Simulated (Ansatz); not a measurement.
# MoS2 in Ansatz: settings compared, part 2 of 2

Ansatz 0.2.0.

### Step 3. Relaxation of cell and atoms, RPBE+D4

Input file input.yaml:

```yaml
crystal:
  lattice:
    - [3.184541456, 0.0, 0.0]
    - [-1.592270728, 2.7578938003, 0.0]
    - [0.0, 0.0, 21.67053472]
  atoms:
    - { symbol: Mo, position: [0.3333333333, 0.6666666667, 0.85116023] }
    - { symbol: Mo, position: [0.6666666667, 0.3333333333, 0.14883977] }
    - { symbol: S, position: [0.6666666667, 0.3333333333, 0.77962539] }
    - { symbol: S, position: [0.3333333333, 0.6666666667, 0.077251] }
    - { symbol: S, position: [0.6666666667, 0.3333333333, 0.922749] }
    - { symbol: S, position: [0.3333333333, 0.6666666667, 0.22037461] }
hamiltonian:
  xc: rpbe
  pseudopotentials: { kind: paw }
  dispersion: d4
kpoints:
  mp_grid: { grid: [10, 10, 2] }
scf:
  occupations: { method: fermi_dirac, width: 0.05 }
output:
  forces: true
  stress: true
  write_density: true
  write_potential: true
  elf: true
  volumetric_format: npy
relax:
  f_tol: 0.01
  max_steps: 40
  cell: { stress_tol: 0.05 }
```

Potentials or basis: Ansatz PAW.

The run is started by

```bash
$ ansatz run input.yaml --threads 2 --pin off --max-ram 5632MiB --backend cpu --events-out ev --progress --plain --runs-dir out
```

Standard output:

```text
Warning: RAYON_NUM_THREADS=2 ignored (pool sized by the plan → 2); use --threads N
Engine: ansatz 0.2.0, x86_64-unknown-linux-gnu
Pseudopotentials: kind: paw
Pseudopotential: Mo, paw, valence charge 14, recommended cutoff 420 eV (normal), Mo.paw.azcp
Pseudopotential: S, paw, valence charge 6, recommended cutoff 420 eV (normal), S.paw.azcp
Functional definition: RPBE
  parameter kappa = 0.804
  parameter beta = 0.06672455060314922
  exchange = rpbe_x(kappa = kappa, mu = beta*pi^2/3)
  correlation = pbe_c(beta = beta)
Crystal: 6 atoms, lattice volume = 190.324 Å³
Basis set: ecut = 420 eV, 3721 PW (Γ), exchange–correlation on 48×48×300 points (8 copies of the dense FFT grid, shifted against one another)
Bands: 32, of which v1, the nominal top of the filled ones, is band 26 counted from 1 (25 counted from 0)
Symmetry: 12 space group operations
Space group: P-3m1 (ITA 164), of the structure as read, at distance tolerance 5.8e-5 Å
k-points: 28 of 200
Non-local potential: Mo, projectors of the file, l = 0: 3, l = 1: 2, l = 2: 2, l = 3: 1
Non-local potential: S, projectors of the file, l = 0: 2, l = 1: 2, l = 2: 2
PAW form: soft (Blöchl's): semilocal exchange-correlation on the pseudo side does not see the compensation charge
PAW frozen core: Mo, regenerated for the run's functional, and the local potential with it (the file was generated under x = pbe(κ = 0.804, μ = 0.2195149727645171), c = pbe(β = 0.06672455060314922))
PAW frozen core: S, regenerated for the run's functional, and the local potential with it (the file was generated under x = pbe(κ = 0.804, μ = 0.2195149727645171), c = pbe(β = 0.06672455060314922))
PAW one-centre angular grid: Mo, 590 points (default); XC on 64 Gauss nodes
PAW one-centre angular grid: S, 110 points (default); XC on 64 Gauss nodes
Initial density: superposition of atomic densities (neutral atoms: chi_scale 0, normalization atom), corrected by the library's trained network
Initial wavefunctions: pseudopotential atomic-orbital guess
Functional: x = rpbe, c = pbe(β = 0.06672455060314922)
SCF iter   1: F=—  HF=-13558.007308 eV  |F-HF|=—  |Δ(HF+E_count)|=         —  Δρ=4.67e-3  dr2=7.10e-2  ethr=1.77e-3  ⟨swp⟩=8.8  Hψ=4721  notcnv=0
preconditioner: auto → none  [insulator: Δε(μ)=1.367 eV  Ē_g=7.713 eV  σ=0.050 eV  W_gap=1.00  n_scr=14 (ndim 8)  ℏωp=16.1 eV  f_vac=0.413  D(μ)=0.00/eV (n_scr^D=0)  ε∞_Penn≈5.4]
SCF iter   2: F=—  HF=-13558.118478 eV  |F-HF|=—  |Δ(HF+E_count)|=   1.11e-1  Δρ=7.38e-3  dr2=1.11e0  ethr=1.37e-4  ⟨swp⟩=4.3  Hψ=2373  notcnv=0  defer=6
SCF iter   3: F=—  HF=-13558.019344 eV  |F-HF|=—  |Δ(HF+E_count)|=   9.91e-2  Δρ=2.34e-3  dr2=2.08e-2  ethr=1.37e-4  ⟨swp⟩=4.3  Hψ=2244  notcnv=0
SCF iter   4: F=—  HF=-13558.024394 eV  |F-HF|=—  |Δ(HF+E_count)|=   5.05e-3  Δρ=2.30e-3  dr2=2.59e-2  ethr=4.01e-5  ⟨swp⟩=2.3  Hψ=1505  notcnv=0
SCF iter   5: F=—  HF=-13558.022655 eV  |F-HF|=—  |Δ(HF+E_count)|=   1.74e-3  Δρ=4.92e-4  dr2=6.05e-4  ethr=4.01e-5  ⟨swp⟩=2.0  Hψ=1128  notcnv=0
SCF iter   6: F=—  HF=-13558.022824 eV  |F-HF|=—  |Δ(HF+E_count)|=   1.69e-4  Δρ=9.87e-5  dr2=1.75e-5  ethr=1.16e-6  ⟨swp⟩=2.0  Hψ=1303  notcnv=0
SCF iter   7: F=—  HF=-13558.022723 eV  |F-HF|=—  |Δ(HF+E_count)|=   1.01e-4  Δρ=1.86e-5  dr2=4.77e-7  ethr=3.36e-8  ⟨swp⟩=2.1  Hψ=1636  notcnv=0
SCF iter   8: F=—  HF=-13558.022725 eV  |F-HF|=—  |Δ(HF+E_count)|=   1.89e-6  Δρ=6.87e-6  dr2=1.40e-7  ethr=1.92e-10  ⟨swp⟩=11.6  Hψ=7398  notcnv=0
SCF iter   9: F=-13558.022725 eV  HF=-13558.022725 eV  |F-HF|=7.14e-9  |Δ(HF+E_count)|=   2.15e-7  Δρ=2.48e-6  dr2=1.51e-8  ethr=1.92e-10  ⟨swp⟩=10.2  Hψ=6606  notcnv=0
SCF 1 converged in 9 iterations: F = -13558.022725 eV  dr2 = 1.51e-8
[... 88 lines left out ...]
SCF converged after 7 iterations
Free energy (F): -13558.136698 eV
Harris-Foulkes:  -13558.136698 eV  (|F-HF|=2.55e-11)
Internal energy: -13558.136697 eV  (E = F + TS)
E sigma→0 (E₀):  -13558.136697 eV
Entropy (-TS):   -0.000001 eV (-0.000 meV/atom)
Fermi energy:    4.885618 eV
--- Per-component energies (eV) ---
  E_band       = -649.547320
  E_kinetic    = 1314.977125
  E_local      = -26879.900084  (includes V_loc(G=0)·N_el)
  E_nonlocal   = 394.879862
  E_hartree    = 12817.931697
  E_xc         = -759.397568
  E_vxc        = -811.419018  (∫ρ·V_xc dr)
  E_paw        = -8829.605774  (= ΣΔE_a)
  E_vpaw       = -303.948225  (= ΣTr[D̂ρ^β])
  E_aug_tail   = 0.000084  (compensation charges beyond the density's cutoff)
  E_ewald      = 8388.352131
  E_disp       = -5.045731  (pairwise vdW)
  E_core_change = -0.328438  (= ΣΔE_core)
  E_smearing   = -0.000001  (= −TS)
  E_closure    = -0.000000  (closes the sum)
  Σ components = -13558.136698   (vs F -13558.136698, Δ=0.00e0)
--- Forces (eV/Å), atoms counted from 1 ---
  atom   1  Mo     0.00000000     0.00000000    -0.00409750
  atom   2  Mo     0.00000000     0.00000000     0.00409750
  atom   3  S      0.00000000    -0.00000000    -0.00318998
  atom   4  S      0.00000000     0.00000000    -0.00222479
  atom   5  S     -0.00000000     0.00000000     0.00222479
  atom   6  S      0.00000000     0.00000000     0.00318998
  max |Σ_I F_I| component: 1.85e-17 eV/Å
--- Stress (GPa, compression-positive) ---
       -0.007961       0.000000       0.000000
        0.000000      -0.007961       0.000000
        0.000000       0.000000       0.025373
  P = ⅓ Tr σ = 0.0032 GPa (0.032 kbar)
--- Band table (eV; the first three rows and the last of 28) ---
  k-point 0: bands = ["-57.0520", "-57.0520", "-31.2208", "-31.2207", "-30.9616", "-30.9616", "-30.9615", "-30.9615", "-10.6461", "-10.3947", "-9.3607", "-9.0052", "-2.4004", "-1.6620", "1.1949", "1.1949", "1.2078", "1.2078", "1.2377", "2.3161", "2.3161", "2.3598", "2.3598", "2.5169", "3.4549", "4.3680", "6.6113", "6.6113", "6.6538", "6.6538", "6.8091", "6.8091"]
  k-point 1: bands = ["-57.0520", "-57.0520", "-31.2208", "-31.2207", "-30.9616", "-30.9616", "-30.9616", "-30.9616", "-10.6461", "-10.3947", "-9.3607", "-9.0052", "-2.4004", "-1.6620", "1.1949", "1.1949", "1.2078", "1.2078", "1.2377", "2.3161", "2.3161", "2.3598", "2.3598", "2.5168", "3.4550", "4.3680", "6.6113", "6.6113", "6.6538", "6.6538", "6.8091", "6.8091"]
  k-point 2: bands = ["-57.0476", "-57.0476", "-31.2124", "-31.2123", "-31.0041", "-31.0041", "-30.9712", "-30.9712", "-10.4900", "-10.2397", "-9.2860", "-8.9463", "-2.2295", "-1.4929", "0.8447", "0.8712", "0.9028", "1.3525", "1.3731", "1.6336", "2.0715", "2.1202", "2.4893", "2.8965", "3.4344", "4.0966", "6.4750", "6.4883", "6.5014", "6.5882", "6.6122", "6.7749"]
  k-point 27: bands = ["-57.0012", "-57.0012", "-31.3051", "-31.3051", "-31.2102", "-31.2102", "-31.1223", "-31.1223", "-8.3071", "-8.2201", "-8.1962", "-8.1923", "-1.7981", "-1.6584", "-1.3019", "-1.1830", "-0.2187", "-0.1594", "0.0257", "0.2801", "0.6028", "0.8984", "1.5421", "1.8345", "3.5906", "3.7164", "5.7209", "5.7800", "6.4757", "7.1390", "7.2258", "7.3703"]
--- Relaxed structure (6 steps of the walk, 6 accepted, 1 SCFs on fresh bases) ---
  F+E_penalty+E_count = -13558.13669754 eV   max|allowed force component| = 4.097e-3 eV/Å   (the final SCF, on the basis selected at the relaxed cell)
  cell:  # Å, volume = 180.1383 Å³
    - [3.134400192953086, 0.0, 2.8433136309726076e-34]
    - [-1.567200096476543, 2.7144701927242183, 3.5031068552114008e-34]
    - [1.9348508289555393e-33, 3.869701657911081e-33, 21.172232647888183]
  atoms:
    - { symbol: Mo, position: [0.3333333333333333, 0.6666666666666666, 0.8608145873172521] }
    - { symbol: Mo, position: [0.6666666666666665, 0.3333333333333333, 0.13918541268274767] }
    - { symbol: S, position: [0.6666666666666665, 0.3333333333333333, 0.7866480957624704] }
    - { symbol: S, position: [0.3333333333333333, 0.6666666666666666, 0.06510936754730594] }
    - { symbol: S, position: [0.6666666666666665, 0.3333333333333333, 0.9348906324526938] }
    - { symbol: S, position: [0.3333333333333333, 0.6666666666666666, 0.21335190423752945] }
```

Wall time 85 s (2 threads of Intel Xeon at 2.50GHz (Skylake/Cascade Lake), shared host); peak memory 0.56 GiB.

What came out:

* Free energy: -13558.1367 eV
* Relaxed volume: 30.02 Å³/atom
* Relaxed cell: a = 3.134 Å, b = 3.134 Å, c = 21.172 Å, α = 90.00°, β = 90.00°, γ = 120.00°
* Space group after relaxing (to 0.05 Å): P-3m1 (No. 164)
* Energy gained by relaxing: 19.0 meV/atom
* Ionic steps: 7
* Largest force after relaxing: 0.004 eV/Å
* Band gap on the k mesh: 1.15 eV, indirect (least direct gap 2.00 eV)

Forces in eV/Å, atoms in the order of the input:
```
Mo   0.000  0.000 -0.004
Mo   0.000  0.000  0.004
S    0.000  0.000 -0.003
S    0.000  0.000 -0.002
S    0.000  0.000  0.002
S    0.000  0.000  0.003
```

The path:
```
step  energy change (eV)  largest force (eV/Å)  volume (Å³)
   1              0.0000                0.1647       190.32
   2             -0.0341                0.3980       175.31
   3             -0.0938                0.2977       179.17
   4             -0.1014                0.4227       180.53
   5             -0.1136                0.0340       181.57
   6             -0.1149                0.0041       180.14
   7             -0.1140                0.0041       180.14
```

Final structure:
```
CELL_PARAMETERS angstrom
3.13440 0.00000 0.00000
-1.56720 2.71447 0.00000
0.00000 0.00000 21.17223
ATOMIC_POSITIONS crystal
Mo 0.33333 0.66667 0.86081
Mo 0.66667 0.33333 0.13919
S 0.66667 0.33333 0.78665
S 0.33333 0.66667 0.06511
S 0.66667 0.33333 0.93489
S 0.33333 0.66667 0.21335
```

Caveat: the plane-wave basis is chosen anew once the cell has moved, so the energies of steps on either side of that aren't comparable; the PAW data sets come from PBE, with cores solved anew for the run's functional, which leaves a small shift of forces and pressure.
